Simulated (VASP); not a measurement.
# TePb (Fm-3m) in VASP: a series of runs

Runs on TePb. Level: PBEsol. Tasks: single point.

All numbers are computed with VASP 6.6.1; they aren't measurements. Logs are shortened: lines on timing, memory, paths and dates and some standing lists are left out, and cuts for length are marked.

**Experimental background.**

From a printed reference work, monograph, for a bulk crystal of TePb at 4.2 K: band gap 0.19 eV (direct).

The runs below are set against these values where they give the same quantity.

### Step 1. The cell of the first run

It takes space group Fm-3m (No. 225, cubic). Conventional cell: a = 6.192 Å, b = 6.192 Å, c = 6.192 Å, α = 90.00°, β = 90.00°, γ = 90.00°. Te (site symmetry m-3m) has 6 Pb at 3.10 Å within 4.1 Å. Within 4.1 Å of Pb (site symmetry m-3m) lie 6 Te at 3.10 Å.

### Step 2. Single point, PBEsol

Contents of INCAR:

```
SYSTEM = TePb
PREC = Accurate ; ENCUT = 520
EDIFF = 1E-6 ; ISMEAR = 0
SIGMA = 0.01 ; LREAL = .False.
LASPH = .True. ; NELM = 80
ALGO = Normal ; ISIF = 2
LWAVE = .False. ; LCHARG = .False.
GGA = PS ; NBANDS = 17
```

Contents of KPOINTS:

```
Automatic mesh
0
Gamma
  6 6 6
  0 0 0
```

Contents of POSCAR:

```
TePb
1.0
    0.0000000000      3.0962155116      3.0962155116
    3.0962155116      0.0000000000      3.0962155116
    3.0962155116      3.0962155116      0.0000000000
Te Pb
1 1
Direct
    0.5000000000      0.5000000000      0.5000000000
    0.0000000000      0.0000000000      0.0000000000
```

Potentials or basis: VASP PAW PBE potentials, release 64 (Te, Pb_d).

Launch:

```
$ cat potpaw_PBE.64/Te/POTCAR potpaw_PBE.64/Pb_d/POTCAR > POTCAR
$ mpirun -np 1 vasp_std > vasp.out
```

OUTCAR:

```text
SYSTEM = TePb
   PREC = Accurate
   ENCUT = 520
   EDIFF = 1E-6
   ISMEAR = 0
   LREAL = .False.
   LASPH = .True.
   NELM = 80
   ISIF = 2
   GGA = PS

 ion  position               nearest neighbor table
   1  0.500  0.500  0.500-   2 3.10   2 3.10   2 3.10   2 3.10   2 3.10   2 3.10
   2  0.000  0.000  0.000-   1 3.10   1 3.10   1 3.10   1 3.10   1 3.10   1 3.10

  LATTYP: Found a face centered cubic cell.
 ALAT       =     6.1924310232

  Lattice vectors:

 A1 = (   0.0000000000,   3.0962155116,   3.0962155116)
 A2 = (   3.0962155116,   0.0000000000,   3.0962155116)
 A3 = (   3.0962155116,   3.0962155116,   0.0000000000)

Analysis of symmetry for initial positions (statically):
=====================================================================
 Subroutine PRICEL returns:
 Original cell was already a primitive cell.

 Routine SETGRP: Setting up the symmetry group for a
 face centered cubic supercell.

 Subroutine GETGRP returns: Found 48 space group operations
 (whereof 48 operations were pure point group operations)
 out of a pool of 48 trial point group operations.

The static configuration has the point symmetry O_h .

Analysis of symmetry for dynamics (positions and initial velocities):
=====================================================================
 Subroutine PRICEL returns:
 Original cell was already a primitive cell.

 Routine SETGRP: Setting up the symmetry group for a
 face centered cubic supercell.

 Subroutine GETGRP returns: Found 48 space group operations
 (whereof 48 operations were pure point group operations)
 out of a pool of 48 trial point group operations.

The dynamic configuration has the point symmetry O_h .

 Subroutine INISYM returns: Found 48 space group operations
 (whereof 48 operations are pure point group operations),
 and found     1 'primitive' translations

----------------------------------------------------------------------------------------

                                     Primitive cell

  volume of cell :      59.3641

  direct lattice vectors                    reciprocal lattice vectors
     0.000000000  3.096215512  3.096215512    -0.161487467  0.161487467  0.161487467
     3.096215512  0.000000000  3.096215512     0.161487467 -0.161487467  0.161487467
     3.096215512  3.096215512  0.000000000     0.161487467  0.161487467 -0.161487467

  length of vectors
     4.378709969  4.378709969  4.378709969     0.279704497  0.279704497  0.279704497

  position of ions in fractional coordinates (direct lattice)
     0.500000000  0.500000000  0.500000000
     0.000000000  0.000000000  0.000000000

  ion indices of the primitive-cell ions
   primitive index   ion index
                 1           1
                 2           2

----------------------------------------------------------------------------------------

 KPOINTS: Automatic mesh

Automatic generation of k-mesh.
 Grid dimensions read from file:
 generate k-points for:    6    6    6

 Generating k-lattice:

  Cartesian coordinates                     Fractional coordinates (reciprocal lattice)
    -0.026914578  0.026914578  0.026914578     0.166666667  0.000000000  0.000000000
     0.026914578 -0.026914578  0.026914578     0.000000000  0.166666667  0.000000000
     0.026914578  0.026914578 -0.026914578     0.000000000  0.000000000  0.166666667

  Length of vectors
     0.046617416  0.046617416  0.046617416

  Shift w.r.t. Gamma in fractional coordinates (k-lattice)
     0.000000000  0.000000000  0.000000000

 Subroutine IBZKPT returns following result:
 ===========================================

 Found     16 irreducible k-points:

 Following reciprocal coordinates:
            Coordinates               Weight
  0.000000  0.000000  0.000000      1.000000
  0.166667  0.000000  0.000000      8.000000
  0.333333  0.000000  0.000000      8.000000
  0.500000  0.000000  0.000000      4.000000
  0.166667  0.166667  0.000000      6.000000
  0.333333  0.166667  0.000000     24.000000
[... 8 lines left out ...]
 -0.333333  0.333333  0.166667     24.000000
 -0.333333  0.500000  0.166667     12.000000
   k-points           NKPTS =     16   k-points in BZ     NKDIM =     16   number of bands    NBANDS=     17
   number of dos      NEDOS =    301   number of ions     NIONS =      2
   total plane-waves  NPLWV =  46656
   dimension x,y,z NGX =    36 NGY =   36 NGZ =   36
   dimension x,y,z NGXF=    72 NGYF=   72 NGZF=   72
   ions per type =               1   1
   NGX,Y,Z   is equivalent  to a cutoff of  13.67, 13.67, 13.67 a.u.
   NGXF,Y,Z  is equivalent  to a cutoff of  27.34, 27.34, 27.34 a.u.
 SYSTEM =  TePb
   PREC   = accura    normal or accurate (medium, high low for compatibility)
   ISTART =      0    job   : 0-new  1-cont  2-samecut
   ICHARG =      2    charge: 1-file 2-atom 10-const
   ISPIN  =      1    spin polarized calculation?
   LNONCOLLINEAR =      F non collinear calculations
   LSORBIT =      F    spin-orbit coupling
   LASPH  =      T    aspherical Exc in radial PAW
   ENCUT  =  520.0 eV  38.22 Ry    6.18 a.u.   8.14  8.14  8.14*2*pi/ulx,y,z
   NELM   =     80;   NELMIN=  2; NELMDL= -5     # of ELM steps
   EDIFF  = 0.1E-05   stopping-criterion for ELM
   LREAL  =      F    real-space projection
   EDIFFG = 0.1E-04   stopping-criterion for IOM
   NSW    =      0    number of steps for IOM
   IBRION =     -1    ionic relax: 0-MD 1-quasi-New 2-CG
   NFREE  =      0    steps in history (QN), initial steepest desc. (CG)
   ISIF   =      2    stress and relaxation
   ISYM   =      2    0-nonsym 1-usesym 2-fastsym
   POTIM  = 0.5000    time-step for ionic-motion
   TEBEG  =    0.0;   TEEND  =   0.0 temperature during run
   PSTRESS=    0.0 pullay stress
   NELECT =      20.0000    total number of electrons
   NUPDOWN=      -1.0000    fix difference up-down
   EMIN   =  10.00;   EMAX   =-10.00  energy-range for DOS
   EFERMI =   0.00;   METHOD = LEGACY
   ISMEAR =     0;   SIGMA  =   0.01  broadening in eV -4-tet -1-fermi 0-gaus
   EFERMI_NEDOS =   21; number of points for ismear=-14 and -15
   IALGO  =     38    algorithm
   IMIX   =      4    mixing-type and parameters
     AMIX     =   0.40;   BMIX     =  1.00
     AMIX_MAG =   1.60;   BMIX_MAG =  1.00
  volume/ion in A,a.u.               =      29.68       200.30
  Fermi-wavevector in a.u.,A,eV,Ry     =   1.139140  2.152662 17.655453  1.297639
  Thomas-Fermi vector in A             =   2.275843
   LORBIT       =      0    0 simple, 1 ext, 2 COOP (PROOUT), +10 PAW based schemes
   GGA     = PS    functional components
   LHFCALC =     F    Hartree Fock is set to
   AEXX    =    0.0000 exact exchange contribution
   IVDW    =     0    specifies the selected vdW correction
   LEPSILON=     F    determine dielectric tensor
   LRPA    =     F    only Hartree local field effects (RPA)
 non-spin polarized calculation
 Gauss-broadening in eV      SIGMA  =   0.01
  energy-cutoff  :      520.00
  volume of cell :       59.36
 maximum number of plane-waves:      1639
 NGX is ok and might be reduce to    36
   NGX = 17   NGY = 17   NGZ = 17

 number of electron      20.0000002 magnetization

 Free energy of the ion-electron system (eV)
  ---------------------------------------------------
  ext. energy  EPLUGINS =         0.00000000
  ---------------------------------------------------
  free energy    TOTEN  =        -8.11023139 eV

  energy without entropy =       -8.11023139  energy(sigma->0) =       -8.11023139

 E-fermi :   7.3741     XC(G=0): -10.0536

 val. band max:        7.2823048992   @ k =   0.5000   0.0000   0.0000
 cond. band min:       7.6257017013   @ k =   0.5000   0.0000   0.0000
 fundamental gap:      0.3433968021
 Fermi energy:         7.3741187712

 k-point     1 :       0.0000    0.0000    0.0000
  band No.  band energies     occupation
      1      -9.6828      2.00000
      2      -9.6828      2.00000
      3      -9.6599      2.00000
      4      -9.6599      2.00000
      5      -9.6599      2.00000
      6      -5.9673      2.00000
[... 9 lines left out ...]
     16      12.6711      0.00000
     17      13.9426      0.00000

 k-point     2 :       0.1667    0.0000    0.0000
  band No.  band energies     occupation
      1      -9.6890      2.00000
      2      -9.6890      2.00000
      3      -9.6592      2.00000
      4      -9.6533      2.00000
      5      -9.6533      2.00000
      6      -5.6845      2.00000
[... 9 lines left out ...]
     16      13.2354      0.00000
     17      15.9970      0.00000

 k-point     3 :       0.3333    0.0000    0.0000
  band No.  band energies     occupation
      1      -9.7036      2.00000
      2      -9.7036      2.00000
      3      -9.6587      2.00000
      4      -9.6384      2.00000
      5      -9.6384      2.00000
      6      -4.8934      2.00000
[... 9 lines left out ...]
     16      14.7098      0.00000
     17      18.8329      0.00000

 k-point     4 :       0.5000    0.0000    0.0000
  band No.  band energies     occupation
      1      -9.7111      2.00000
      2      -9.7111      2.00000
      3      -9.6586      2.00000
      4      -9.6305      2.00000
      5      -9.6305      2.00000
      6      -4.1587      2.00000
[... 9 lines left out ...]
     16      16.4021      0.00000
     17      16.7473      0.00000
[... 183 lines left out ...]
      1      -9.7499      2.00000
      2      -9.6874      2.00000
      3      -9.6607      2.00000
      4      -9.6344      2.00000
      5      -9.6274      2.00000
      6      -4.2604      2.00000
[... 9 lines left out ...]
     16      16.2229      0.00000
     17      16.9270      0.00000

 k-point    15 :      -0.3333    0.3333    0.1667
  band No.  band energies     occupation
      1      -9.7567      2.00000
      2      -9.6931      2.00000
      3      -9.6490      2.00000
      4      -9.6443      2.00000
      5      -9.6210      2.00000
      6      -3.7107      2.00000
[... 9 lines left out ...]
     16      17.5307      0.00000
     17      17.7256      0.00000

 k-point    16 :      -0.3333    0.5000    0.1667
  band No.  band energies     occupation
      1      -9.7829      2.00000
      2      -9.6802      2.00000
      3      -9.6634      2.00000
      4      -9.6318      2.00000
      5      -9.6149      2.00000
      6      -3.5960      2.00000
[... 9 lines left out ...]
     16      18.4306      0.00000
     17      18.7532      0.00000

------------------------ aborting loop because EDIFF is reached ----------------------------------------

  FORCE on cell =-STRESS in cart. coord.  units (eV):
  Direction    XX          YY          ZZ          XY          YZ          ZX
  --------------------------------------------------------------------------------------
  -------------------------------------------------------------------------------------
  Total        2.6123215      2.6123215      2.6123215      0.0000000      0.0000000     -0.0000000
  in kB       70.5039863     70.5039863     70.5039863      0.0000000      0.0000000     -0.0000000
  external PRESSURE =      70.5039863 kB  Pullay stress =       0.0000000 kB

 VOLUME and BASIS-vectors are now :
 -----------------------------------------------------------------------------
  energy-cutoff  :      520.00
  volume of cell :       59.36
      direct lattice vectors                 reciprocal lattice vectors
     0.000000000  3.096215512  3.096215512    -0.161487467  0.161487467  0.161487467
     3.096215512  0.000000000  3.096215512     0.161487467 -0.161487467  0.161487467
     3.096215512  3.096215512  0.000000000     0.161487467  0.161487467 -0.161487467

 POSITION                                       TOTAL-FORCE (eV/Angst)
 -----------------------------------------------------------------------------------
      3.09622      3.09622      3.09622         0.000000      0.000000     -0.000000
      0.00000      0.00000      0.00000         0.000000      0.000000      0.000000
 -----------------------------------------------------------------------------------
    total drift:                               -0.000000      0.000000      0.000000

  FREE ENERGIE OF THE ION-ELECTRON SYSTEM (eV)
  ---------------------------------------------------
  free  energy   TOTEN  =        -8.1102313941 eV

  energy  without entropy=       -8.1102313941  energy(sigma->0) =       -8.11023139
```

Run time: 10 s. Hardware: 1 thread of Intel Xeon Platinum 8488C (Sapphire Rapids), shared host; peak memory 0.2 GiB.

What came out:

```yaml
Free_energy: -8.1102 eV
Pressure: 7.1 GPa
Band_gap_on_the_k_mesh: 0.34 eV, direct
```

Levels at points of the mesh, in eV from the valence-band top:
```tsv
k point	band 6	band 7	band 8	band 9	band 10	band 11	band 12	band 13	band 14	band 15
(0.00, 0.00, 0.00)	-13.25	-5.31	-1.91	-1.91	-1.91	4.12	4.12	4.12	5.39	5.39
(0.50, 0.00, 0.00)	-11.44	-9.44	-1.34	-1.34	0.00	0.34	0.83	0.83	8.39	9.12
(0.50, 0.50, 0.00)	-11.03	-7.60	-5.66	-3.65	-3.65	2.57	5.88	5.88	7.38	10.38
```

Caveat: the PAW data sets were made with another functional, which shifts forces and pressure a little; spin-orbit coupling is left out, which moves the levels of the heavy elements. A k mesh can miss the band edges.

(Part 1 of 2 ends here.)
